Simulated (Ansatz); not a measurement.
**GaP: a single-point run**

Wanted: a converged single-point run for GaP, and a check of what comes out. The structure is shown as the input types it. The cell is built on a prototype (CsCl type) and needn't be the phase found in nature.

Computed with Ansatz 0.2.0 (density functional or hybrid calculation with the settings of its input, plane waves, unless a step's input says otherwise).

8 further runs of the same task are left out: 6 for a known fault of the program, 1 that didn't finish, 1 set aside as unsound or not needed. Runs told in other sessions of the task aren't counted.

### Step 1. The starting structure

Symmetry: Pm-3m, No. 221, cubic system. Conventional cell: a = 3.186 Å, b = 3.186 Å, c = 3.186 Å, α = 90.00°, β = 90.00°, γ = 90.00°. Ga (site symmetry m-3m) has 8 P at 2.76 Å in its first shell of neighbours. P (site symmetry m-3m) is surrounded by 8 Ga at 2.76 Å.

As a file:

```xyz
2
Lattice="3.1864 0.0000 0.0000 0.0000 3.1864 0.0000 0.0000 0.0000 3.1864" Properties=species:S:1:pos:R:3 pbc="T T T"
Ga    0.0000    0.0000    0.0000
P     1.5932    1.5932    1.5932
```

### Step 2. The run

input.yaml reads:

```yaml
crystal:
  lattice:
    - [3.186435077, 0.0, 0.0]
    - [0.0, 3.186435077, 0.0]
    - [0.0, 0.0, 3.186435077]
  atoms:
    - { symbol: Ga, position: [0.0, 0.0, 0.0] }
    - { symbol: P, position: [0.5, 0.5, 0.5] }
kpoints:
  mp_grid: { grid: [4, 4, 4] }
hamiltonian:
  xc: { exchange: pbe, correlation: pbe, exx: { coeff: 1.5, omega: 0.1 } }
scf:
  occupations: { method: fermi_dirac, width: 0.02 }
  n_extra_bands: 4
output:
  forces: true
  stress: true
  eigenvalues: true
```

Started as:

```bash
ansatz run input.yaml --threads 4 --pin off --max-ram 3686MiB --backend cpu --events-out ev --progress --plain --runs-dir out
```

Output:

```text
Error: invalid value for `hamiltonian.xc.exx.coeff`: must be finite and in (0, 1]; got 1.5
```

Run time: 0.04 s. Hardware: 4 threads of Arm Neoverse N1, shared host; peak memory 0.031 GiB.

### Step 3. Reading the log

The program refused the input before any cycle. Its message: «invalid value for `hamiltonian.xc.exx.coeff`: must be finite and in (0, 1]; got 1.5»

The number typed is not permitted for that setting.

Remedy: set an allowed value.

### Step 4. Outcome

| quantity | value |
| --- | --- |
| ending | refused |
| cause | value out of range |

The run has to be repeated with the fault mended.
